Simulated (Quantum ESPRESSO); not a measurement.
# Si (Fd-3m) in Quantum ESPRESSO: settings compared, part 2 of 2

Quantum ESPRESSO 7.5.

### Step 4. Dielectric tensor, PBEsol

Contents of pw.in:

```
&CONTROL
  calculation = 'scf'
  prefix = 'pwscf'
  outdir = './tmp'
  pseudo_dir = './pseudo'
  tprnfor = .true.
  tstress = .true.
  disk_io = 'low'
/
&SYSTEM
  ibrav = 0
  nat = 2
  ntyp = 1
  ecutwfc = 36
  nbnd = 9
  occupations = 'smearing'
  smearing = 'fd'
  degauss = 0.00367493
/
&ELECTRONS
  conv_thr = 4d-10
  electron_maxstep = 120
  mixing_beta = 0.5
/
ATOMIC_SPECIES
Si    28.0850 Si.upf
CELL_PARAMETERS bohr
   0.0000000000    5.1435532945    5.1435532945
   5.1435532945    0.0000000000    5.1435532945
   5.1435532945    5.1435532945    0.0000000000
ATOMIC_POSITIONS bohr
Si     5.1435532945    5.1435532945    5.1435532945
Si     7.7153299417    7.7153299417    7.7153299417
K_POINTS automatic
10 10 10 1 1 1
```

Contents of scf2.in:

```
&CONTROL
  calculation = 'scf'
  prefix = 'pwscf'
  outdir = './tmp'
  pseudo_dir = './pseudo'
  tprnfor = .true.
  tstress = .true.
  disk_io = 'low'
/
&SYSTEM
  ibrav = 0
  nat = 2
  ntyp = 1
  ecutwfc = 36
  nbnd = 9
  occupations = 'fixed'
/
&ELECTRONS
  conv_thr = 1d-13
  electron_maxstep = 120
  mixing_beta = 0.5
  startingpot = 'file'
  startingwfc = 'file'
/
ATOMIC_SPECIES
Si    28.0850 Si.upf
CELL_PARAMETERS bohr
   0.0000000000    5.1435532945    5.1435532945
   5.1435532945    0.0000000000    5.1435532945
   5.1435532945    5.1435532945    0.0000000000
ATOMIC_POSITIONS bohr
Si     5.1435532945    5.1435532945    5.1435532945
Si     7.7153299417    7.7153299417    7.7153299417
K_POINTS automatic
10 10 10 1 1 1
```

Contents of ph.in:

```
dielectric of Si
&INPUTPH
  prefix = 'pwscf'
  outdir = './tmp'
  tr2_ph = 1d-18
  fildyn = 'dyn'
  niter_ph = 90
  alpha_mix(1) = 0.7
  epsil = .true.
  trans = .false.
  zeu = .true.
/
0.0000000000 0.0000000000 0.0000000000
```

Potentials or basis: PseudoDojo 0.4.1 SR PBEsol standard.

Run with:

```sh
> OMP_NUM_THREADS=1 pw.x -in pw.in > pw.out
> OMP_NUM_THREADS=1 pw.x -in scf2.in > scf2.out
> OMP_NUM_THREADS=1 ph.x -in ph.in > ph.out
```

pw.out:

```text
This program is part of the open-source Quantum ESPRESSO suite
     for quantum simulation of materials; please cite
[... 9 lines left out ...]
     --------------------
     sticks:   dense  smooth     PW     G-vecs:    dense   smooth      PW
     Sum         517     517    169                 7823     7823    1471

     Using Slab Decomposition

     bravais-lattice index     =            0
     lattice parameter (alat)  =       7.2741  a.u.
     unit-cell volume          =     272.1571 (a.u.)^3
     number of atoms/cell      =            2
     number of atomic types    =            1
     number of electrons       =         8.00
     number of Kohn-Sham states=            9
     kinetic-energy cutoff     =      36.0000  Ry
     charge density cutoff     =     144.0000  Ry
     scf convergence threshold =      4.0E-10
     mixing beta               =       0.5000
     number of iterations used =            8  plain     mixing
     Exchange-correlation= PBESOL
                           (   1   4  10   8   0   0   0)

     celldm(1)=   7.274083  celldm(2)=   0.000000  celldm(3)=   0.000000
     celldm(4)=   0.000000  celldm(5)=   0.000000  celldm(6)=   0.000000

     crystal axes: (cart. coord. in units of alat)
               a(1) = (   0.000000   0.707107   0.707107 )
               a(2) = (   0.707107   0.000000   0.707107 )
               a(3) = (   0.707107   0.707107   0.000000 )

     reciprocal axes: (cart. coord. in units 2 pi/alat)
               b(1) = ( -0.707107  0.707107  0.707107 )
               b(2) = (  0.707107 -0.707107  0.707107 )
               b(3) = (  0.707107  0.707107 -0.707107 )

     PseudoPot. # 1 for Si read from file:
     Si.upf
     Pseudo is Norm-conserving + core correction, Zval =  4.0
     Generated using ONCVPSP code by D. R. Hamann
     Using radial grid of 1510 points,  6 beta functions with:
                l(1) =   0
                l(2) =   0
                l(3) =   1
                l(4) =   1
                l(5) =   2
                l(6) =   2

     atomic species   valence    mass     pseudopotential
     Si                4.00    28.08500     Si( 1.00)

     48 Sym. Ops., with inversion, found (24 have fractional translation)

   Cartesian axes

     site n.     atom                  positions (alat units)
         1        Si     tau(   1) = (   0.7071068   0.7071068   0.7071068  )
         2        Si     tau(   2) = (   1.0606602   1.0606602   1.0606602  )

     number of k points=   110  Fermi-Dirac smearing, width (Ry)=  0.0037

     Number of k-points >= 100: set verbosity='high' to print them.

     Dense  grid:     7823 G-vectors     FFT dimensions: (  32,  32,  32)

     Initial potential from superposition of free atoms

     starting charge       7.9988, renormalised to       8.0000
     Starting wfcs are    8 randomized atomic wfcs +    1 random wfcs

     Self-consistent Calculation

     iteration #  1     ecut=    36.00 Ry     beta= 0.50
     Davidson diagonalization with overlap
     ethr =  1.00E-02,  avg # of iterations =  6.5

     Threshold (ethr) on eigenvalues was too large:
     Diagonalizing with lowered threshold

     Davidson diagonalization with overlap
     ethr =  6.48E-04,  avg # of iterations =  1.4

     total energy              =     -16.92643983 Ry
     estimated scf accuracy    <       0.05452948 Ry

     iteration #  2     ecut=    36.00 Ry     beta= 0.50
     Davidson diagonalization with overlap
     ethr =  6.82E-04,  avg # of iterations =  1.1

     total energy              =     -16.92558885 Ry
     estimated scf accuracy    <       0.00858954 Ry

     iteration #  3     ecut=    36.00 Ry     beta= 0.50
     Davidson diagonalization with overlap
     ethr =  1.07E-04,  avg # of iterations =  3.3

     total energy              =     -16.92602258 Ry
     estimated scf accuracy    <       0.00013631 Ry

     iteration #  4     ecut=    36.00 Ry     beta= 0.50
     Davidson diagonalization with overlap
     c_bands:  1 eigenvalues not converged
     c_bands:  1 eigenvalues not converged
     ethr =  1.70E-06,  avg # of iterations =  6.7

     total energy              =     -16.92603809 Ry
     estimated scf accuracy    <       0.00000032 Ry

     iteration #  5     ecut=    36.00 Ry     beta= 0.50
     Davidson diagonalization with overlap
     ethr =  4.05E-09,  avg # of iterations =  3.1

     total energy              =     -16.92603854 Ry
     estimated scf accuracy    <       0.00000003 Ry

     iteration #  6     ecut=    36.00 Ry     beta= 0.50
     Davidson diagonalization with overlap
     ethr =  3.48E-10,  avg # of iterations =  1.9

     total energy              =     -16.92603854 Ry
     estimated scf accuracy    <          1.0E-09 Ry

     iteration #  7     ecut=    36.00 Ry     beta= 0.50
     Davidson diagonalization with overlap
     ethr =  1.25E-11,  avg # of iterations =  2.4

     End of self-consistent calculation

     Number of k-points >= 100: set verbosity='high' to print the bands.

     the Fermi energy is     6.3507 ev

!    total energy              =     -16.92603854 Ry
     estimated scf accuracy    <          4.8E-11 Ry
     smearing contrib. (-TS)   =      -0.00000155 Ry
     internal energy E=F+TS    =     -16.92603699 Ry

     The total energy is F=E-TS. E is the sum of the following terms:
     one-electron contribution =       4.89012449 Ry
     hartree contribution      =       1.08082773 Ry
     xc contribution           =      -6.14033015 Ry
     ewald contribution        =     -16.75665906 Ry

     convergence has been achieved in   7 iterations

     Forces acting on atoms (cartesian axes, Ry/au):

     atom    1 type  1   force =     0.00000000   -0.00000000    0.00000000
     atom    2 type  1   force =    -0.00000000    0.00000000   -0.00000000

     Total force =     0.000000     Total SCF correction =     0.000000

     Computing stress (Cartesian axis) and pressure

          total   stress  (Ry/bohr**3)                   (kbar)     P=       -6.52
  -0.00004431  -0.00000000  -0.00000000           -6.52       -0.00       -0.00
  -0.00000000  -0.00004431  -0.00000000           -0.00       -6.52       -0.00
  -0.00000000  -0.00000000  -0.00004431           -0.00       -0.00       -6.52

=------------------------------------------------------------------------------=
   JOB DONE.
=------------------------------------------------------------------------------=
```

Wall time 2.5 min (1 thread of Intel Xeon at 2.50GHz (Skylake/Cascade Lake), shared host); peak memory 0.05 GiB.

What came out:

```
Free energy                             : -230.2905 eV
Pressure                                : -0.7 GPa
Electronic dielectric tensor (diagonal) : 13.29
Born charges (mean of the diagonal)     : Si -0.00 e
```

Levels at points of the mesh, in eV from the valence-band top:
| k point | band 1 | band 2 | band 3 | band 4 | band 5 | band 6 | band 7 | band 8 |
| --- | --- | --- | --- | --- | --- | --- | --- | --- |
| (0.05, 0.05, 0.05) | -11.85 | -0.31 | 0.00 | 0.00 | 2.62 | 2.65 | 2.65 | 3.51 |

Electronic dielectric tensor:
```
13.29  0.00  0.00
 0.00 13.29  0.00
 0.00  0.00 13.29
```

Born effective charge tensors (e):
atom 1, Si
```
0.00 0.00 0.00
0.00 0.00 0.00
0.00 0.00 0.00
```
atom 2, Si
```
0.00 0.00 0.00
0.00 0.00 0.00
0.00 0.00 0.00
```

### Step 5. Summary

```csv
level,potentials or basis,cutoff (eV),form of the LDA correlation,pressure (GPa)
LDA,PseudoDojo 0.4.1 SR LDA standard,435,PW92,-2.5
PBE,PseudoDojo 0.4.1 SR PBE standard,490,-,1.2
PBEsol,PseudoDojo 0.4.1 SR PBEsol standard,490,-,-0.7
```

Alike in all rows: task dielectric tensor; no spin polarisation; cell as given; k mesh 10 × 10 × 10, shifted; smearing fermi-dirac 0.05 eV.

Absolute energies hang on the potentials; compare differences alone.
